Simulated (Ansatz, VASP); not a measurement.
# One calculation of CaSe, two programs

Contents of POSCAR:

```
CaSe
1.0
    3.6347849189      0.0000000000      0.0000000000
    0.0000000000      3.6347849189      0.0000000000
    0.0000000000      0.0000000000      3.6347849189
Ca Se
1 1
Direct
    0.0000000000      0.0000000000      0.0000000000
    0.5000000000      0.5000000000      0.5000000000
```

The input INCAR.step1:

```
  PREC = Accurate
  ENCUT = 520
  EDIFF = 1E-5
  ISMEAR = 0
  SIGMA = 0.01
  LREAL = False
  LASPH = True
  NELM = 100
  ALGO = Normal
  ISIF = 2
  LWAVE = True
  LCHARG = False
  GGA = PE
  NBANDS = 15
```

The input INCAR.step2:

```
  PREC = Accurate
  ENCUT = 520
  EDIFF = 1E-7
  ISMEAR = 0
  SIGMA = 0.01
  LREAL = False
  LASPH = True
  NELM = 100
  ALGO = Normal
  ISIF = 2
  LWAVE = False
  LCHARG = False
  GGA = PE
  LHFCALC = True
  HFSCREEN = 0.2079
  PRECFOCK = Normal
  ISTART = 1
  NBANDS = 15
```

Contents of KPOINTS:

```
regular mesh
0
Gamma
  4 4 4
```

Input for Ansatz:

```yaml
crystal:
  lattice:
    - [3.6347849189, 0.0, 0.0]
    - [0.0, 3.6347849189, 0.0]
    - [0.0, 0.0, 3.6347849189]
  atoms:
    - { symbol: Ca, position: [0.0, 0.0, 0.0] }
    - { symbol: Se, position: [0.5, 0.5, 0.5] }
kpoints:
  mp_grid: { grid: [4, 4, 4] }
hamiltonian:
  xc: hse06
scf:
  occupations: { method: fixed }
  n_extra_bands: 4
output:
  forces: true
  stress: true
  eigenvalues: true
  write_density: true
  write_potential: true
  elf: true
  volumetric_format: npy
```

The cell was built by a generator and needn't be a form met in nature.

Alike in both runs: task single point; functional HSE06; k mesh 4 × 4 × 4; no spin polarisation.

|  | VASP | Ansatz |
| --- | --- | --- |
| version | VASP 6.6.1 | Ansatz 0.2.0 |
| potentials or method | VASP PAW PBE potentials, release 64 (Ca_sv, Se) | plane waves, PAW |
| plane-wave cutoff (eV) | 520 | 420 |
| occupations | gaussian, width 0.01 eV | fixed |
| valence electrons in the cell | 16 | 26 |

Ansatz gave:

* gap on the k mesh at the Fermi level (eV): 1.53
* pressure (GPa): 0.4

**Question.** Estimate VASP's values.

**Answer.** gap on the k mesh at the Fermi level (eV): 1.54; pressure (GPa): 0.5.

The two sets of potentials don't hold the same shells in valence. Ansatz warned: «stress_exchange_threshold_loose».

Caveats: the k mesh is coarse (spacing up to 0.43 Å⁻¹), so the values aren't converged, least of all with exact exchange; the PAW data sets were made with another functional, which shifts forces and pressure a little (VASP). A k mesh can miss the band edges.
